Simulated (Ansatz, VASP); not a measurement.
One calculation of SnO2, two programs

```
CELL_PARAMETERS angstrom
4.77279 0.00000 0.00000
0.00000 4.77299 0.00000
0.00000 0.00000 3.22290
ATOMIC_POSITIONS crystal
Sn 0.50000 0.50000 0.50000
Sn 0.00000 0.00000 0.00000
O 0.30601 0.30609 0.00000
O 0.80601 0.19391 0.50000
O 0.19399 0.80609 0.50000
O 0.69399 0.69391 0.00000
```

Alike in both runs: functional PBE; k mesh 6 × 6 × 8; occupations gaussian, width 0.02 eV; no spin polarisation.

Ansatz relaxed the structure, and its values are those at the end. VASP's run is a single point on that final structure, the one shown.

|  | VASP | Ansatz |
| --- | --- | --- |
| version | VASP 6.6.1 | Ansatz 0.2.0 |
| potentials or method | VASP PAW PBE potentials, release 64 (Sn_d, O) | scalar-relativistic, plane waves, PAW |
| plane-wave cutoff (eV) | 520 | 420 |
| valence electrons in the cell | 52 | 52 |

```csv
,VASP,Ansatz,Ansatz less VASP
gap on the k mesh at the Fermi level (eV),0.94,0.95,+0.011
least direct gap on the mesh (eV),0.94,0.95,+0.011
pressure (GPa),5.6,5.0,-0.66
rms of the force components (eV/Å),0.007,0.000,-0.0067
```

Caveats: spin-orbit coupling is left out, which moves the levels of the heavy elements. A hybrid or GW would open this gap; PBE tends to underestimate it.
